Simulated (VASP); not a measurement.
Runs of VASP 6.6.1 on Lu. The structure is cubic, space group Im-3m (No. 229). The conventional cell has a = 3.744 Å, b = 3.744 Å, c = 3.744 Å, α = 90.00°, β = 90.00°, γ = 90.00°. Lu (site symmetry m-3m) is surrounded by 8 Lu at 3.24 Å. This isn't the form of Lu at room conditions, which is hcp.

| task | cell | k mesh | cutoff (eV) | gap on the mesh (eV) | pressure (GPa) |
| --- | --- | --- | --- | --- | --- |
| single point | Im-3m, 26.24 Å³/atom | 19 × 19 × 19 | 520 | none | 0.3 |
| relaxation of cell and atoms | relaxed | 11 × 11 × 11 | 600 | none | 0.0 |
| single point | Im-3m, 23.09 Å³/atom | 13 × 13 × 13 | 520 | none | 8.3 |
| single point | Im-3m, 26.24 Å³/atom | 11 × 11 × 11 | 520 | none | (a) |

Alike in all rows: level LDA; potentials or basis VASP PAW PBE potentials, release 64 (Lu); no spin polarisation; smearing fermi-dirac 0.1 eV.

Problem. Fill in the values left out.

Solution. (a) 0.2.

Caveats: the PAW data sets were made with another functional, which shifts forces and pressure a little.

A k mesh can miss the band edges, and the runs leave out spin-orbit coupling on Lu.

A gap of «none» marks a metal or a gap under the smearing width.
